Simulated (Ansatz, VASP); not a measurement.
# One calculation of GaP, two programs

```
Ga P
1.0
     0.00000    2.74330    2.74330
     2.74330    0.00000    2.74330
     2.74330    2.74330    0.00000
Ga P
1 1
Direct
  0.00000 0.00000 0.00000
  0.25000 0.25000 0.25000
```

Change from the starting cell: volume scaled by 1.02, ions relaxed.

Alike in both runs: functional PBE; k mesh 14 × 14 × 14; occupations fermi-dirac, width 0.02 eV; no spin polarisation.

Ansatz relaxed the structure, and its values are those at the end. VASP's run is a single point on that final structure, the one shown.

```csv
,VASP,Ansatz
version,VASP 6.6.1,Ansatz 0.2.0
potentials or method,"VASP PAW PBE potentials, release 64 (Ga_d, P)","plane-wave PAW, scalar-relativistic"
plane-wave cutoff (eV),520,420
valence electrons in the cell,18,18
```

|  | VASP | Ansatz | Ansatz less VASP |
| --- | --- | --- | --- |
| gap on the k mesh at the Fermi level (eV) | 1.61 | 1.61 | +0.002 |
| pressure (GPa) | 0.8 | 0.8 | +0.01 |

Ansatz warned: «stress_scf_threshold_loose».

A k mesh can miss the band edges.
